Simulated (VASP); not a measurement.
Crystal: Cu.

```
Cu
1.0
    -1.43419    1.43419    1.43419
     1.43419   -1.43419    1.43419
     1.43419    1.43419   -1.43419
Cu
1
Direct
  0.00000 0.00000 0.00000
```

This isn't the form of Cu at room conditions, which is fcc.

| Quantity | Value |
| --- | --- |
| Program | VASP 6.6.1 |
| Task | relaxation of cell and atoms |
| Functional | PBEsol |
| Potentials or basis | VASP PAW PBE potentials, release 64 (Cu) |
| Cutoff | 600 eV |
| k mesh | 8 × 8 × 8 |
| Occupations | gaussian, width 0.1 eV |
| Spin | no spin polarisation |

At the start: pressure -4.9 GPa; volume 11.80 Å³/atom.

Q: How do energy, volume and symmetry change on relaxing?

A: Over 3 steps the energy falls by 6.1 meV/atom and the volume is 11.42 Å³/atom (-3.3 %); space group Im-3m (No. 229, to 0.05 Å).

Step by step:
| step | energy change (eV) | largest force (eV/Å) | pressure (GPa) | volume (Å³) |
| --- | --- | --- | --- | --- |
| 1 | 0.0000 | 0.0000 | -4.90 | 11.80 |
| 2 | -0.0038 | 0.0000 | 3.32 | 11.19 |
| 3 | -0.0061 | 0.0000 | 0.00 | 11.42 |

Final structure:
```
Cu
1.0
    -1.41847    1.41847    1.41847
     1.41847   -1.41847    1.41847
     1.41847    1.41847   -1.41847
Cu
1
Direct
  0.00000 0.00000 0.00000
```

Caveat: the k mesh is coarse (spacing up to 0.39 Å⁻¹), so the values aren't converged; the PAW data sets were made with another functional, which shifts forces and pressure a little.
